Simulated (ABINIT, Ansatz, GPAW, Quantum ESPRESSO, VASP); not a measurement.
**Pd: 6 runs at one level of theory**

```
Pd
1.0
     0.00000    1.94650    1.94650
     1.94650    0.00000    1.94650
     1.94650    1.94650    0.00000
Pd
1
Direct
  0.00000 0.00000 0.00000
```

Alike in all runs: task single point; functional PBE; k mesh 12 × 12 × 12; occupations fermi-dirac, width 0.05 eV; no spin polarisation; no spin-orbit coupling. Pressure is positive in compression and, in plane waves, holds the error of the finite cutoff, which Ansatz's Pulay term estimates and takes out.

```csv
program and potentials,plane-wave cutoff (eV),notes,band gap (eV),pressure (GPa)
"VASP, PBE PAW files Pd, 520 eV",520,10 valence electrons an atom on average,no gap,6.60
"GPAW, GPAW PAW data sets (gpaw-data 1.2.1)",600,16 valence electrons an atom on average,no gap,6.90
"ABINIT, JTH PAW PBE v2.0",599,18 valence electrons an atom on average,no gap,6.77
"Ansatz, all-electron LAPW, scalar-relativistic",-,-,?,?
"Ansatz, Ansatz PAW (earlier soft set)",420,18 valence electrons an atom on average; Pulay term of +0.06 GPa included,no gap,6.93
"Quantum ESPRESSO, SSSP 1.3 efficiency PBE",816,18 valence electrons an atom on average,no gap,6.76
```

Estimate from the other rows what the run with Ansatz, all-electron LAPW, scalar-relativistic gave.

No band gap; pressure 6.85 GPa. The other rows, which needn't bracket it: pressure 6.60 to 6.93.
